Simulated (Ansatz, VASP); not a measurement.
One calculation of As, two programs

File INCAR:

```
SYSTEM = As
ALGO = Normal
EDIFF = 1E-7
ENCUT = 520
GGA = PE
ISIF = 2
ISMEAR = 0
LASPH = .TRUE.
LCHARG = .TRUE.
LELF = .TRUE.
LREAL = .FALSE.
LVHAR = .TRUE.
LWAVE = .FALSE.
NBANDS = 8
NELM = 100
PREC = Accurate
SIGMA = 0.020999999999999998
```

The input KPOINTS:

```
k-points
0
G
  10 10 10
  0 0 0
```

Contents of POSCAR:

```
As
1.0
    2.7036817444      0.0000000000      0.0000000000
    0.0000000000      2.7036817444      0.0000000000
    0.0000000000      0.0000000000      2.7036817444
As
1
Direct
    0.5000000000      0.5000000000      0.5000000000
```

input.yaml

```yaml
crystal:
  lattice:
    - [2.7036817444, 0.0, 0.0]
    - [0.0, 2.7036817444, 0.0]
    - [0.0, 0.0, 2.7036817444]
  atoms:
    - { symbol: As, position: [0.5, 0.5, 0.5] }
hamiltonian:
  xc: pbe
  pseudopotentials: { kind: paw }
kpoints:
  mp_grid: { grid: [10, 10, 10] }
scf:
  occupations: { method: gaussian, width: 0.021 }
output:
  forces: true
  stress: true
  eigenvalues: true
  write_density: true
  write_potential: true
  elf: true
  volumetric_format: npy
```

This isn't the form of As at room conditions, which is rhombohedral.

Alike in both runs: task single point; functional PBE; k mesh 10 × 10 × 10; occupations gaussian, width 0.021 eV; no spin polarisation.

|  | VASP | Ansatz |
| --- | --- | --- |
| version | VASP 6.6.1 | Ansatz 0.2.0 |
| potentials or method | VASP PAW PBE potentials, release 64 (As) | Ansatz PAW |
| plane-wave cutoff (eV) | 520 | 420 |
| valence electrons in the cell | 5 | 15 |

```csv
,VASP,Ansatz,Ansatz less VASP
gap on the k mesh at the Fermi level (eV),none,none,-
pressure (GPa),2.5,2.3,-0.20
```

A gap of «none» marks a metal or a gap that the smearing closes. The functional is the same, so the differences come from potentials, cutoffs and numerics. The two sets of potentials don't hold the same shells in valence.
